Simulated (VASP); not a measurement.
**CoSi2: single point with PBE+D3(BJ)**

The system is CoSi2.

```xyz
3
Lattice="0.0000 2.6521 2.6521 2.6521 0.0000 2.6521 2.6521 2.6521 0.0000" Properties=species:S:1:pos:R:3 pbc="T T T"
Co    0.0000    0.0000    0.0000
Si    1.3260    1.3260    1.3260
Si    3.9781    3.9781    3.9781
```

The cell isn't the ideal one: relaxed again under DFT PBE+D3(BJ), scalar-relativistic, plane waves, PAW.

```json
{
 "Program": "VASP 6.6.1",
 "Task": "single point",
 "Functional": "PBE",
 "Dispersion": "D3(BJ)",
 "Potentials or basis": "VASP PAW PBE potentials, release 64 (Co, Si)",
 "Cutoff": "520 eV",
 "k mesh": "14 × 14 × 14",
 "Occupations": "gaussian, width 0.1 eV",
 "Spin": "no spin polarisation",
 "Dipole correction": "no",
 "Further INCAR settings": "ALGO = Normal; EDIFF = 1e-06; NBANDS = 16"
}
```

| Quantity | Value |
| --- | --- |
| Pressure | -0.2 GPa |
| Band gap on the k mesh | none (metal or under the smearing width) |
| Dispersion energy per atom | -0.456 eV |

Levels at points of the mesh, in eV from the Fermi level:
```tsv
k point	band 5	band 6	band 7	band 8	band 9	band 10	band 11	band 12	band 13	band 14
(0.00, 0.00, 0.00)	-2.02	-2.02	1.04	3.44	3.44	3.44	3.51	3.51	3.51	5.78
(0.50, 0.00, 0.00)	-2.25	-1.72	-1.72	-0.50	-0.50	2.78	3.48	3.48	4.59	10.49
(0.50, 0.50, 0.00)	-3.76	-2.05	-2.05	-2.01	-1.41	1.68	2.93	8.57	9.87	9.87
```

Wall time 35 s on 1 thread of Intel(R) Xeon(R) Platinum 8488C (Sapphire Rapids), with other jobs on the host, peak memory 0.21 GiB.

Caveat: pairwise dispersion overbinds metals, which lowers pressure and volume. Spin polarisation is off, so any magnetic state and its effect on volume and gap are missing.
